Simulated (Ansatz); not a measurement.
The system is Os.

```
Os
1.0
     2.73410    0.00000    0.00000
    -1.36705    2.36780    0.00000
     0.00000    0.00000    4.31970
Os
2
Direct
  0.66667 0.33333 0.75000
  0.33333 0.66667 0.25000
```

Base run:

| Item | Value |
| --- | --- |
| Program | Ansatz 0.2.0 |
| Functional | PBE |
| Potentials or basis | PseudoDojo standard (PBE files) |
| Cutoff | 1007 eV |
| Density cutoff | 4027 eV |
| k mesh | 11 × 11 × 6 |
| Occupations | fermi-dirac, width 0.05 eV |
| Spin | no spin polarisation |

Its results: band gap on the k mesh none (metal or under the smearing width); pressure 8.2 GPa.

Q: The run is repeated on the same cell with these changes: potentials or basis from PseudoDojo standard (PBE files) to SPMS NC; cutoff from 1007 eV to 435 eV (not typed: the program's choice for these potentials). What comes out?

A: Band gap on the k mesh none (metal or under the smearing width); pressure 9.0 GPa.

Caveats: spin-orbit coupling is left out, which moves the levels of the heavy elements.
